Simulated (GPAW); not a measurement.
# A GW chain in GPAW: BN (P6_3mc), part 2 of 2

How does a plane-wave GW calculation on BN (P6_3mc) run from the first input to the gap?

GPAW 26.7.0; PBE and many-body steps on it, plane waves. Known limits of the many-body steps: not at the basis limit; coarse k mesh.

So far. Step 3 (Bands along the symmetry lines): The gap is 5.175 eV, as in the run before at this level. Step 4 (Empty states on the mesh, 6×6×4 mesh, 47 bands): On this mesh the gap is 5.175 eV.

The database entry behind the starting cell has ideal inner coordinates that were not refined, so it need not match the best structure at ambient conditions.

## (5) Screening and self-energy, 6×6×4 mesh, 37 bands, screening to 80 eV

G0W0 replaces the xc potential by the self-energy, built once from these orbitals. Only a window of levels is corrected, while the sums run over the empty bands that the input names.

This step: G0W0 on PBE, plane waves, PAW.

Input file run.py:

```python
import json
import numpy as np
from gpaw.mpi import world
from gpaw.response.g0w0 import G0W0

gw = G0W0('full.gpw',
    filename='gw',
    kpts=[0, 4, 14],
    bands=(6, 10),
    ecut=80,
    nbands=37,
    integrate_gamma='WS',
    ppa=True)
gw.calculate()
res = {mode: {k: v for k, v in r.items() if k != 'sigma_eskwn'}
       for mode, r in gw.all_results.items()}

if world.rank == 0:
    with open('result.json', 'w') as f:
        json.dump(res, f, default=lambda x: x.tolist())
```

Started as:

```bash
$ mpirun -n 4 gpaw python run.py
```

Numbers of over 12 decimals in the logs are rounded to 6 here.

What it wrote:

```text
Using integrator: PointIntegrator
FrequencyGridDescriptor(from 0.000+0.000j to 0.000+27.211j eV, 2 points)
Nonperiodic BCs:  [False False False]
Using integrator: PointIntegrator
FrequencyGridDescriptor(from 0.000+0.000j to 0.000+27.211j eV, 2 points)
Nonperiodic BCs:  [False False False]
  ___  _ _ _
 |   || | | |
 | | || | | |
 |__ ||_____|
 |___|

BZ k-points: Symmetries present (total): 6

  [... matrices ...]
144 k-points: 6 x 6 x 4 Monkhorst-Pack grid + [1/12,1/12,1/8]
24 k-points in the irreducible part of the Brillouin zone
       k-points in crystal coordinates                weights
   0:     0.00000000    0.00000000    0.00000000          1/144
   1:     0.00000000    0.00000000    0.25000000          2/144
   2:     0.00000000    0.00000000    0.50000000          1/144
   3:     0.16666667    0.00000000   -0.25000000          6/144
   4:     0.16666667    0.00000000    0.00000000          6/144
   5:     0.16666667    0.00000000    0.25000000          6/144
   6:     0.16666667    0.00000000    0.50000000          6/144
   7:     0.33333333   -0.16666667    0.00000000          6/144
   8:     0.33333333   -0.16666667    0.25000000         12/144
   9:     0.33333333   -0.16666667    0.50000000          6/144
          ...
  23:     0.50000000    0.50000000    0.50000000          3/144

Distributing spins, k-points and bands (1 x 3 x 4) over 4 processes
Number of blocks: 1

Quasi particle states:
k-points (IBZ indices): [0, 4, 14]
Band range: (6, 10)
  [... matrices ...]
Computational parameters:
Plane wave cut-off: 80 eV
Number of bands: 37
Coulomb cutoff: None
Broadening: 0.1 eV

fxc modes: GW
Kernel: RPA
Using Godby-Needs plasmon-pole approximation:
  Fitting energy: i*E0, E0 = 1.000 Hartree
Summing all q:

Calculating screened Coulomb potential
No Coulomb truncation
FrequencyGridDescriptor(from 0.000+0.000j to 0.000+27.211j eV, 2 points)
Removing empty qpoint cache files...

Calculating chi0 body with:
    Ground state adapter containing:
    Number of spins: 1
    Number of kpoints: 144
    Number of irreducible kpoints: 24
    Number of completely occupied states: 8
    Number of partially occupied states: 8
    Occupied states memory: 0.6591796875 M / cpu

    Linear response parametrization:
    q_c: [1.3877787807814457e-17, 1.3877787807814457e-17, 0.0]
    Number of frequency points: 2
    Planewave cutoff: 80.0
    Number of bands: 37
    Number of planewaves: 37
    Broadening (eta): 1e-06
    comm.size: 4
    kncomm.size: 4
    blockcomm.size: 1

    Memory estimate of potentially large arrays:
        chi0_wGG: 0.041779 M / cpu
Integrating chi0 body.

Symmetries of q_c:
    Direct symmetries (Uq -> q): 6
    Indirect symmetries (TUq -> q): 6
In total 12 allowed symmetries.

  [... matrices ...]
24 groups of equivalent kpoints. 83.333333% reduction.

Integral kind: response function
Integrating chi0 head and wings.

Symmetries of q_c:
    Direct symmetries (Uq -> q): 6
    Indirect symmetries (TUq -> q): 6
In total 12 allowed symmetries.

  [... matrices ...]
24 groups of equivalent kpoints. 83.333333% reduction.

Integral kind: response function wings

Calculating chi0 body with:
    Ground state adapter containing:
    Number of spins: 1
    Number of kpoints: 144
    Number of irreducible kpoints: 24
    Number of completely occupied states: 8
    Number of partially occupied states: 8
[... the further q-points ...]

Results:
f:      Occupation numbers
eps:     KS-eigenvalues [eV]
vxc:     KS vxc [eV]
exx:     Exact exchange [eV]
sigma:   Self-energies [eV]
dsigma:  Self-energy derivatives
Z:       Renormalization factors
qp:      QP-energies [eV]

k-point 0 (0): (0.000, 0.000, 0.000)                GW
band       f     eps     vxc     exx   sigma  dsigma       Z      qp
                                                                   GW
   6   1.000  10.426 -19.439 -22.997   3.468  -0.198   0.835  10.351
   7   1.000  10.427 -19.439 -22.997   3.468  -0.198   0.835  10.351
   8   0.000  18.850 -14.416  -7.760  -4.469  -0.177   0.849  20.708
   9   0.000  18.850 -14.416  -7.760  -4.469  -0.177   0.849  20.708

k-point 1 (4): (0.167, 0.000, 0.000)                GW
band       f     eps     vxc     exx   sigma  dsigma       Z      qp
                                                                   GW
   6   1.000   9.564 -18.812 -22.461   3.424  -0.199   0.834   9.377
   7   1.000   9.812 -19.084 -22.815   3.538  -0.200   0.833   9.651
   8   0.000  18.191 -14.392  -8.126  -4.390  -0.175   0.851  19.787
   9   0.000  19.675 -15.222  -8.291  -4.620  -0.184   0.844  21.626

k-point 2 (14): (0.333, 0.333, 0.000)                GW
band       f     eps     vxc     exx   sigma  dsigma       Z      qp
                                                                   GW
   6   1.000   4.947 -16.901 -22.165   4.255  -0.221   0.819   4.121
   7   1.000   4.947 -16.901 -22.165   4.255  -0.221   0.819   4.121
   8   0.000  15.602 -12.200  -6.933  -3.958  -0.161   0.861  16.730
   9   0.000  23.973 -17.238  -8.877  -5.458  -0.210   0.826  26.371
```

Run time: 17 s. Hardware: 4 MPI ranks of Arm Neoverse V2, shared host; peak memory 1.1 GiB.

Numbers from this step:

```yaml
g0w0_gap_on_the_points_computed: 6.379 eV
least_direct_g0w0_gap_on_the_computed_points: 10.14 eV
z_at_the_valence_top: 0.8346
z_at_the_conduction_bottom: 0.8615
starting_gap_on_the_mesh: 5.175 eV
k_of_the_valence_top: 0, 0, 0
k_of_the_conduction_bottom: 0.3333, 0.3333, 0
```

The gap on the mesh goes from 5.18 eV to 6.38 eV, a correction of +1.20 eV.

Limits: finite bands, cutoff and mesh; coarse k mesh. v1 is the top filled band, c1 the lowest empty one. Levels before and after the correction, in eV, zero at the valence-band top of each column:

```
           conduction bottom  valence top
Kohn-Sham               5.18         0.00
     G0W0               6.38         0.00
```

```
                           level  energy (eV)
Kohn-Sham                Γ v2-v1        0.000
Kohn-Sham                Γ c1-c2        8.423
Kohn-Sham  (0.333 0.333 0) v2-v1       -5.480
Kohn-Sham     (0.333 0.333 0) c1        5.175
Kohn-Sham     (0.333 0.333 0) c2       13.546
     G0W0                Γ v2-v1        0.000
     G0W0                Γ c1-c2       10.356
     G0W0  (0.333 0.333 0) v2-v1       -6.230
     G0W0     (0.333 0.333 0) c1        6.379
     G0W0     (0.333 0.333 0) c2       16.020
```

## (6) Where the time went

Times are wall times on 4 MPI ranks of Arm Neoverse V2, shared host, good to a factor of about two.

```
                          step   time  share  memory (GiB)
                  ground state  5.1 s   15 %          0.61
bands along the symmetry lines  4.9 s   15 %          0.64
      empty states on the mesh  6.7 s   20 %          0.64
     screening and self-energy   17 s   50 %           1.1
```

## (7) What came out

| Quantity | Value |
| --- | --- |
| PBE gap | 5.18 eV, indirect |
| G0W0 gap on the mesh | 6.38 eV |
| GW settings | 6×6×4 mesh, 37 bands, screening to 80 eV, Godby-Needs plasmon pole |
| known limits | not at the basis limit; coarse k mesh |

**Reading.** G0W0 moves the gap on the mesh from 5.18 eV to 6.38 eV (+1.20 eV), with Z of 0.83 and 0.86 at the edges. Only 3 of the mesh's irreducible points were corrected, so a valley elsewhere could overtake. The dearest step here is «screening and self-energy». Bands and cutoff are finite, so the gap is not at the basis limit. The miss can reach some tenths of an eV and take either sign; the mesh is an error of its own. These stock PAW sets were not made for GW. In the G0W0 run levels were corrected at 3 k points alone, so a gap called «on the mesh» is the least over those, and an edge elsewhere would be missed. The 6×6×4 mesh is coarse for this cell, which bears on the long-range parts of exchange and screening.

[Paths, hosts, dates, memory and timing lines, banners, echoed tables and standing remarks are left out of the program output.]

[Logs are printed without paths, hosts, clocks, repeated set-up lines and the standing remarks that a program may print on its own settings, such as how far it seeks lower states.]

[Runs of the session that timed out or met a known fault of the program may be left out.]

[Hosts, paths, dates, database ids (printed as entryN), source tags and the programs' standing remarks are cut or masked in the printed files.]
